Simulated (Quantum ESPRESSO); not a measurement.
Crystal: WC (Qusongite).

```
W C
1.0
     2.90650    0.00000    0.00000
    -1.45325    2.51710    0.00000
     0.00000    0.00000    2.83660
W C
1 1
Direct
  0.00000 0.00000 0.00000
  0.66667 0.33333 0.50000
```

```yaml
Program: Quantum ESPRESSO 7.5
Task: phonons
Functional: PBEsol
Potentials_or_basis: GBRV 1.5 PBEsol
Cutoff: 762 eV
Density_cutoff: 6095 eV
k_mesh: 10 × 10 × 8, shifted
Occupations: methfessel-paxton, width 0.2 eV
Spin: no spin polarisation
Mixing_beta: 0.5
Most_SCF_iterations: 120
SCF_threshold: 4e-10 Ry
```

At Γ the optical frequencies are 577 621 621 cm⁻¹, at a pressure of -2.6 GPa.

Task: How do the modes respond when the cell is scaled evenly, at fixed shape?

Result: The highest mode has a Grüneisen parameter of 1.59. None of the listed modes softens on compression. Real pressure also changes the shape of this cell, most of all in layered crystals, so these aren't the shifts under hydrostatic load.

Frequencies at 99 % and 101 % of the volume (pressures 1.5 and -6.5 GPa), ions relaxed:
| mode | 99 % (cm⁻¹) | 101 % (cm⁻¹) | Grüneisen parameter |
| --- | --- | --- | --- |
| 4 | 591.4 | 562.9 | 2.46 |
| 5 | 631.3 | 611.5 | 1.59 |
| 6 | 631.3 | 611.5 | 1.59 |

Modes are matched by their order; those that don't vary smoothly over the three volumes are left out.

Caveat: the mesh is thin for the phonons of a metal.
